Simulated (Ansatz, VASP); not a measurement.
**One calculation of Te2Mo, two programs**

File INCAR:

```
ALGO = Fast ; EDIFF = 1E-7
EDIFFG = -0.01 ; ENCUT = 600
GGA = PE ; IBRION = 2
ISIF = 4 ; ISMEAR = 0
IVDW = 12 ; LASPH = T
LCHARG = F ; LREAL = F
LWAVE = F ; NELM = 100
NSW = 60 ; PREC = Accurate
SIGMA = 0.05
```

File KPOINTS:

```
k-points
0
Gamma
  10 10 2
```

File POSCAR:

```
Te2Mo
1.0
    3.4130749699      0.0000000000      0.0000000000
   -1.7065374850      2.9558096290      0.0000000000
    0.0000000000      0.0000000000     13.2282776423
Te Mo
4 2
Direct
    0.3333333333      0.6666666667      0.6142241873
    0.6666666667      0.3333333333      0.1142241873
    0.3333333333      0.6666666667      0.8857758127
    0.6666666667      0.3333333333      0.3857758127
    0.3333333333      0.6666666667      0.2500000000
    0.6666666667      0.3333333333      0.7500000000
```

Input for Ansatz:

```yaml
crystal:
  lattice:
    - [3.4130749699, 0.0, 0.0]
    - [-1.706537485, 2.955809629, 0.0]
    - [0.0, 0.0, 13.2282776423]
  atoms:
    - { symbol: Te, position: [0.3333333333, 0.6666666667, 0.6142241873] }
    - { symbol: Te, position: [0.6666666667, 0.3333333333, 0.1142241873] }
    - { symbol: Te, position: [0.3333333333, 0.6666666667, 0.8857758127] }
    - { symbol: Te, position: [0.6666666667, 0.3333333333, 0.3857758127] }
    - { symbol: Mo, position: [0.3333333333, 0.6666666667, 0.25] }
    - { symbol: Mo, position: [0.6666666667, 0.3333333333, 0.75] }
basis:
  ecutwfc: 420
  ecutrho_ratio: 4
kpoints:
  mp_grid: { grid: [10, 10, 2] }
hamiltonian:
  xc: pbe
  dispersion: d3bj
scf:
  occupations: { method: gaussian, width: 0.05 }
output:
  forces: true
  stress: true
  eigenvalues: true
relax:
  f_tol: 0.01
  max_steps: 40
  cell: { stress_tol: 0.1, fix: [volume] }
```

Alike in both runs: task relaxation of shape and atoms at fixed volume; functional PBE; dispersion D3(BJ); k mesh 10 × 10 × 2; occupations gaussian, width 0.05 eV; no spin polarisation.

|  | VASP | Ansatz |
| --- | --- | --- |
| version | VASP 6.6.1 | Ansatz 0.2.0 |
| potentials or method | VASP PAW PBE potentials, release 64 (Te, Mo_sv) | scalar-relativistic, plane waves, PAW |
| plane-wave cutoff (eV) | 600 | 420 |
| valence electrons in the cell | 52 | 92 |

```csv
,VASP,Ansatz,Ansatz less VASP
"gap on the k mesh at the Fermi level, each at its own relaxed structure (eV)",0.19,0.21,+0.021
relaxed volume (Å³/atom),22.24,22.24,0.000
relaxed cell length with the largest relative difference (Å),13.176,13.180,+0.0041
energy change over the relaxation (meV/atom),-7,-7,+0.3
```

The two sets of potentials don't hold the same shells in valence.

Caveats: spin-orbit coupling is left out, which moves the levels of the heavy elements. A k mesh can miss the band edges.
